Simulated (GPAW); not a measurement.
The system is MoS2.

```
Mo S
1.0
     3.16900    0.00000    0.00000
    -1.58450    2.74443    0.00000
     0.00000    0.00000   12.32400
Mo S
2 4
Direct
  0.66667 0.33333 0.75000
  0.33333 0.66667 0.25000
  0.66667 0.33333 0.37700
  0.33333 0.66667 0.87700
  0.66667 0.33333 0.12300
  0.33333 0.66667 0.62300
```

Base run:

```yaml
Program: GPAW 26.7.0
Functional: PBE
Potentials_or_basis: GPAW PAW data sets (gpaw-data 1.2.1)
Cutoff: 450 eV
Basis: pw
k_mesh: 8 × 8 × 2
Occupations: fermi-dirac, width 0.001 eV
Spin: no spin polarisation
Hubbard_terms: Mo d U = 4.0 eV
```

Its results: band gap on the k mesh 1.11 eV, indirect (least direct gap 1.68 eV).

Question: The run is repeated on the same cell with these changes: occupations from fermi-dirac, width 0.001 eV to fermi-dirac, width 0.05 eV; hubbard terms from Mo d U = 4.0 eV to none. What comes out?

Answer: Band gap on the k mesh 0.97 eV, indirect (least direct gap 1.91 eV).

Caveats: the long-wavelength limit can be off by several per cent where d states take part (some runs); response on these states lacks terms of the Hamiltonian (some runs); an odd mesh through Γ misses points on the zone boundary, where band edges often lie (some runs).
